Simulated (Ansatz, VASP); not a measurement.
## Cross-check of AlN (AlN(110)) between VASP and Ansatz

Wanted: the spread between two codes on one cell, functional and k mesh. The structure shown is the end of the VASP relaxation below.

Method: plane waves, with VASP 6.6.1 beside it; single point at PBEsol and band structure at PBEsol, in Ansatz 0.2.0.

### 1. Starting point

The cell holds 18 atoms: 9 Al and 9 N. Its edges and angles: a = 3.094 Å, b = 4.376 Å, c = 28.377 Å, α = 90.0°, β = 90.0°, γ = 90.0°. It derives from AlN. As first built, before any earlier steps moved the atoms (in the runner's words): 9 layers, cut at this functional's lattice. Vacuum lies along c.

As a file:

```xyz
18
Lattice="3.0943 0.0000 0.0000 0.0000 4.3761 0.0000 0.0000 0.0000 28.3774" Properties=species:S:1:pos:R:3
Al    0.0000    0.1715    8.1841
Al    1.5472    2.1731    9.4879
Al    0.0000    4.3612   11.0973
Al    1.5472    2.1684   12.6345
Al    0.0000    4.3588   14.1887
Al    1.5472    2.1684   15.7429
Al    0.0000    4.3612   17.2801
Al    1.5472    2.1731   18.8895
Al    0.0000    0.1715   20.1933
N     0.0000    3.2523    9.5283
N     1.5472    1.0460    7.9949
N     0.0000    3.2647   12.6381
N     1.5472    1.0839   11.0813
N     0.0000    3.2647   15.7393
N     1.5472    1.0776   14.1887
N     0.0000    3.2523   18.8491
N     1.5472    1.0839   17.2961
N     1.5472    1.0460   20.3825
```

### 2. VASP: relaxation, PBEsol

This run makes the geometry at which the two programs are then compared.

Lines of VASP's logs that name or quote its potential files are left out, and so is its time.

INCAR

```
SYSTEM = AlN
PREC = Normal
ENCUT = 440
EDIFF = 1E-05
NELM = 120
ISMEAR = 0
SIGMA = 0.03
LREAL = Auto
ALGO = Fast
GGA = PS
NBANDS = 54
LORBIT = 11
LWAVE = .FALSE.
LCHARG = .FALSE.
KPAR = 4
IBRION = 2
NSW = 60
ISIF = 2
EDIFFG = -0.03
POTIM = 0.4
MAXMIX = 40
IDIPOL = 3
LDIPOL = .TRUE.
DIPOL = 0.5 0.5 0.5
```

POSCAR

```
AlN
1.0
    3.0943471961      0.0000000000      0.0000000000
    0.0000000000      4.3760677714      0.0000000000
    0.0000000000      0.0000000000     28.3773887844
Al N
9 9
Direct
    0.0000000000      0.0000000000      0.2819145900
    0.5000000000      0.5000000000      0.3364359400
    0.0000000000      0.0000000000      0.3909573000
    0.5000000000      0.5000000000      0.4454786500
    0.0000000000      0.0000000000      0.5000000000
    0.5000000000      0.5000000000      0.5545213500
    0.0000000000      0.0000000000      0.6090427000
    0.5000000000      0.5000000000      0.6635640600
    0.0000000000      0.0000000000      0.7180854100
    0.0000000000      0.7500000000      0.3364359400
    0.5000000000      0.2500000000      0.2819145900
    0.0000000000      0.7500000000      0.4454786500
    0.5000000000      0.2500000000      0.3909573000
    0.0000000000      0.7500000000      0.5545213500
    0.5000000000      0.2500000000      0.5000000000
    0.0000000000      0.7500000000      0.6635640600
    0.5000000000      0.2500000000      0.6090427000
    0.5000000000      0.2500000000      0.7180854100
```

KPOINTS

```
Automatic mesh
0
Gamma
8 6 1
0 0 0
```

Potentials, in the order of the species: Al and N (PBE family, release 64).

On the command line:

```console
$ mpirun -np 4 vasp_std
```

Numbers of over 12 decimals in the logs are rounded to 6 here.

What it wrote:

```text
[banner, memory and clock lines left out]
running    4 mpi-ranks, on    1 nodes
 distrk:  each k-point on    1 cores,    4 groups
 distr:  one band on    1 cores,    1 groups

 POSCAR found type information on POSCAR AlN
 POSCAR found :  2 types and      18 ions
|                                                                             |
|               ----> ADVICE to this user running VASP <----                  |
|                                                                             |
|     You enforced a specific xc type in the INCAR file but a different       |
|     [... a line on the potential file left out ...]
|     I HOPE YOU KNOW WHAT YOU ARE DOING!                                     |
|                                                                             |

 LDA part: xc-table for (Slater+PW92), standard interpolation
 POSCAR, INCAR and KPOINTS ok, starting setup
 FFT: planning ... GRIDC
 FFT: planning ... GRID_SOFT
 FFT: planning ... GRID
 WAVECAR not read
 entering main loop
       N       E                     dE             d eps       ncg     rms          rms(c)
DAV:   1     0.413004307190E+03    0.41300E+03   -0.27568E+04  2176   0.968E+02
DAV:   2    -0.888001730251E+02   -0.50180E+03   -0.47965E+03  2904   0.240E+02
DAV:   3    -0.156266380254E+03   -0.67466E+02   -0.66645E+02  2640   0.908E+01
DAV:   4    -0.158551730157E+03   -0.22853E+01   -0.22798E+01  2760   0.200E+01
DAV:   5    -0.158613224028E+03   -0.61494E-01   -0.61465E-01  2864   0.300E+00    0.253E+01
RMM:   6    -0.135975962330E+03    0.22637E+02   -0.69386E+01  2160   0.252E+01    0.894E+00
RMM:   7    -0.135820408933E+03    0.15555E+00   -0.76040E+00  2160   0.105E+01    0.628E+00
RMM:   8    -0.135475093518E+03    0.34532E+00   -0.10443E+00  2160   0.351E+00    0.116E+00
RMM:   9    -0.135465691068E+03    0.94025E-02   -0.28056E-01  2239   0.157E+00    0.627E-01
RMM:  10    -0.135467445537E+03   -0.17545E-02   -0.75093E-02  2203   0.858E-01    0.360E-01
RMM:  11    -0.135470343823E+03   -0.28983E-02   -0.18077E-02  2160   0.504E-01    0.131E-01
RMM:  12    -0.135469920615E+03    0.42321E-03   -0.69377E-03  2236   0.249E-01    0.819E-02
RMM:  13    -0.135471748447E+03   -0.18278E-02   -0.34181E-03  2254   0.159E-01    0.536E-02
RMM:  14    -0.135472235601E+03   -0.48715E-03   -0.12073E-03  2254   0.819E-02    0.351E-02
RMM:  15    -0.135473234368E+03   -0.99877E-03   -0.32294E-04  2033   0.537E-02    0.122E-02
RMM:  16    -0.135473494214E+03   -0.25985E-03   -0.22131E-04  1922   0.327E-02    0.105E-02
RMM:  17    -0.135473672955E+03   -0.17874E-03   -0.65572E-05  1722   0.189E-02    0.855E-03
RMM:  18    -0.135473756623E+03   -0.83667E-04   -0.41719E-05  1598   0.126E-02    0.368E-03
RMM:  19    -0.135473865402E+03   -0.10878E-03   -0.11993E-05  1511   0.770E-03    0.267E-03
RMM:  20    -0.135473919888E+03   -0.54485E-04   -0.45105E-06  1297   0.472E-03    0.139E-03
RMM:  21    -0.135473963592E+03   -0.43704E-04   -0.44967E-06  1112   0.414E-03    0.771E-04
RMM:  22    -0.135473972332E+03   -0.87403E-05   -0.10939E-06   860   0.279E-03
   1 F= -.13547397E+03 E0= -.13547397E+03  d E =-.135474E+03
[... from here on, the cycles between the ionic steps are left out ...]
   2 F= -.13619022E+03 E0= -.13619022E+03  d E =-.716245E+00
   8 F= -.13638960E+03 E0= -.13638960E+03  d E =-.527127E-02
   9 F= -.13638960E+03 E0= -.13638960E+03  d E =-.527705E-02
  10 F= -.13639214E+03 E0= -.13639214E+03  d E =-.254035E-02
  11 F= -.13639266E+03 E0= -.13639266E+03  d E =-.305934E-02
  12 F= -.13639430E+03 E0= -.13639430E+03  d E =-.164076E-02
  13 F= -.13639573E+03 E0= -.13639573E+03  d E =-.307088E-02
  14 F= -.13639582E+03 E0= -.13639582E+03  d E =-.315986E-02
  15 F= -.13639664E+03 E0= -.13639664E+03  d E =-.823151E-03
  16 F= -.13639664E+03 E0= -.13639664E+03  d E =-.821623E-03
  17 F= -.13639669E+03 E0= -.13639669E+03  d E =-.496219E-04
  18 F= -.13639679E+03 E0= -.13639679E+03  d E =-.148700E-03
  19 F= -.13639689E+03 E0= -.13639689E+03  d E =-.244999E-03
 curvature:  -0.19 expect dE=-0.292E-04 dE for cont linesearch -0.410E-08
 trial: gam= 0.26772 g(F)=  0.155E-03 g(S)=  0.000E+00 ort = 0.456E-05 (trialstep = 0.119E+01)
 search vector abs. value=  0.226E-03
 bond charge predicted
       N       E                     dE             d eps       ncg     rms          rms(c)
DAV:   1    -0.136396985301E+03   -0.10577E-03   -0.15918E-02  2444   0.539E-01    0.281E-02
RMM:   2    -0.136396996147E+03   -0.10847E-04   -0.26414E-04  2160   0.654E-02    0.306E-02
RMM:   3    -0.136396989551E+03    0.65967E-05   -0.60025E-05  2064   0.293E-02
  20 F= -.13639699E+03 E0= -.13639699E+03  d E =-.102042E-03
 trial-energy change:   -0.000102  1 .order   -0.000103   -0.000185   -0.000021
 step:   1.3409(harm=  1.3409)  dis= 0.00202  next Energy=  -136.396992 (dE=-0.105E-03)
 reached required accuracy - stopping structural energy minimisation
```

From OUTCAR (step 2):

```text
ion  position               nearest neighbor table
   1  0.000  0.000  0.282-  10 1.89  11 1.89  11 1.89   2 3.09   2 3.09   2 3.09   2 3.09   3 3.09

  LATTYP: Found a simple orthorhombic cell.
 ALAT       =     3.0943471961
 B/A-ratio  =     1.4142135624
 C/A-ratio  =     9.1707190519

 Subroutine GETGRP returns: Found  4 space group operations
 (whereof  4 operations were pure point group operations)

The static configuration has the point symmetry C_2v.

 Found     20 irreducible k-points:

   k-points           NKPTS =     20   k-points in BZ     NKDIM =     20   number of bands    NBANDS=     54

   dimension x,y,z NGX =    16 NGY =   24 NGZ =  150
   dimension x,y,z NGXF=    32 NGYF=   48 NGZF=  300

   ENCUT  =  440.0 eV  32.34 Ry    5.69 a.u.   5.29  7.48 48.54*2*pi/ulx,y,z

   NELECT =      72.0000    total number of electrons

 k-points in reciprocal lattice and weights: Automatic mesh
   0.00000000  0.00000000  0.00000000       0.021
   0.12500000  0.00000000  0.00000000       0.042
   0.25000000  0.00000000  0.00000000       0.042
   0.37500000  0.00000000  0.00000000       0.042
   0.50000000  0.00000000  0.00000000       0.021
   0.00000000  0.16666667  0.00000000       0.042
   0.12500000  0.16666667  0.00000000       0.083
   0.25000000  0.16666667  0.00000000       0.083
   0.37500000  0.16666667  0.00000000       0.083
[...]
0.37500000  0.50000000  0.00000000       0.042
   0.50000000  0.50000000  0.00000000       0.021

 dipolmoment           0.000000      0.000000      0.000000 electrons x Angstroem

 average (electrostatic) potential at core
       1 -77.8061       2 -77.4526       3 -77.6278       4 -77.5426       5 -77.5709
       6 -77.5426       7 -77.6278       8 -77.4526       9 -77.8061      10 -66.3569
      11 -65.6897      12 -66.2450      13 -66.1743      14 -66.2450      15 -66.2225
      16 -66.3569      17 -66.1743      18 -65.6897

 E-fermi :   0.3903

 k-point     1 :       0.0000    0.0000    0.0000
  band No.  band energies     occupation
    ...
     32      -0.4449      2.00000
     33      -0.3459      2.00000
     34      -0.3166      2.00000
     35      -0.1232      2.00000
     36      -0.0837      2.00000
     37       2.9204      0.00000
     38       3.1305      0.00000
     39       3.2078      0.00000
     40       3.9912      0.00000
     41       4.6170      0.00000
    ...

 k-point     2 :       0.1250    0.0000    0.0000
  band No.  band energies     occupation
    ...
     32      -0.8247      2.00000
     33      -0.6739      2.00000
     34      -0.6304      2.00000
     35      -0.1283      2.00000
     36      -0.0679      2.00000
     37       3.3382      0.00000
     38       3.4479      0.00000
     39       3.8252      0.00000
     40       4.5104      0.00000
     41       4.9998      0.00000
    ...

 k-point     3 :       0.2500    0.0000    0.0000
  band No.  band energies     occupation
    ...
     32      -1.1935      2.00000
     33      -1.0586      2.00000
     34      -0.7508      2.00000
     35      -0.1046      2.00000
     36      -0.0304      2.00000
     37       3.9458      0.00000
     38       3.9840      0.00000
     39       4.7472      0.00000
     40       4.8063      0.00000
     41       5.0476      0.00000
    ...

  Total        1.9079678     -1.5805590     -2.1194005      0.0000000      0.0000000      0.0000000
  in kB        7.9552919     -6.5901575     -8.8368625      0.0000000      0.0000000      0.0000000
  external PRESSURE =      -2.4905760 kB  Pullay stress =       0.0000000 kB

  energy-cutoff  :      440.00
  volume of cell :      384.26
      direct lattice vectors                 reciprocal lattice vectors
     3.094347196  0.000000000  0.000000000     0.323169941  0.000000000  0.000000000
     0.000000000  4.376067771  0.000000000     0.000000000  0.228515657  0.000000000
     0.000000000  0.000000000 28.377388784     0.000000000  0.000000000  0.035239324

 POSITION                                       TOTAL-FORCE (eV/Angst)
 -----------------------------------------------------------------------------------
      0.00000      0.17149      8.18414        -0.000000     -0.008591      0.013770
      1.54717      2.17313      9.48789        -0.000000     -0.000669      0.005389
      0.00000      4.36122     11.09732        -0.000000      0.006811      0.002375
      1.54717      2.16843     12.63447        -0.000000      0.003810     -0.009230
      0.00000      4.35883     14.18869        -0.000000      0.004325     -0.000000
      1.54717      2.16843     15.74291        -0.000000      0.003810      0.009230
      3.09435      4.36122     17.28007         0.000000      0.006811     -0.002375
      1.54717      2.17313     18.88950        -0.000000     -0.000669     -0.005389
      0.00000      0.17149     20.19325        -0.000000     -0.008591     -0.013770
      0.00000      3.25225      9.52826        -0.000000     -0.000297     -0.000283
      1.54717      1.04599      7.99491        -0.000000      0.003426     -0.001076
      0.00000      3.26467     12.63812        -0.000000     -0.006092      0.003666
      1.54717      1.08389     11.08126        -0.000000     -0.004181      0.006211
      0.00000      3.26467     15.73927        -0.000000     -0.006092     -0.003666
      1.54717      1.07764     14.18869        -0.000000      0.007239     -0.000000
      0.00000      3.25225     18.84913        -0.000000     -0.000297      0.000283
      1.54717      1.08389     17.29613        -0.000000     -0.004181     -0.006211
      1.54717      1.04599     20.38248        -0.000000      0.003426      0.001076
 -----------------------------------------------------------------------------------
    total drift:                               -0.000000      0.023477     -0.000022

  FREE ENERGIE OF THE ION-ELECTRON SYSTEM (eV)
  ---------------------------------------------------
  free  energy   TOTEN  =      -136.3969895506 eV

  energy  without entropy=     -136.3969895506  energy(sigma->0) =     -136.39698955

 reached required accuracy - stopping structural energy minimisation

 vacuum level on the upper side and lower side of the slab         5.898         5.898

 total charge
# of ion       s       p       d       tot
------------------------------------------
    1        0.404   0.444   0.000   0.848
    2        0.368   0.445   0.000   0.814
    3        0.369   0.442   0.000   0.810
    4        0.370   0.444   0.000   0.814
    5        0.370   0.444   0.000   0.814
    6        0.370   0.444   0.000   0.814
    7        0.369   0.442   0.000   0.810
    8        0.368   0.445   0.000   0.814
    9        0.404   0.444   0.000   0.848
   10        1.229   2.598   0.000   3.826
   11        1.240   2.546   0.000   3.786
   12        1.224   2.600   0.000   3.825
   13        1.225   2.589   0.000   3.814
   14        1.224   2.600   0.000   3.825
   15        1.224   2.598   0.000   3.823
   16        1.229   2.598   0.000   3.826
   17        1.225   2.589   0.000   3.814
   18        1.240   2.546   0.000   3.786
--------------------------------------------------
tot         14.450  27.260   0.000  41.710

[... 3 further parts left out ...]
```

The run keeps the 4 symmetry operations of its start, so it cannot find a distortion of lower symmetry.

(Continued in part 2 of 3.)

[Lines on the potential files, build, host, timing and source positions are cut from VASP's logs without a mark.]

[Logs are printed without paths, hosts, clocks, repeated set-up lines and the standing remarks that a program may print on its own settings, such as how far it seeks lower states.]

[Hosts, paths, dates, database ids (printed as entryN), source tags and the programs' standing remarks are cut or masked in the printed files.]
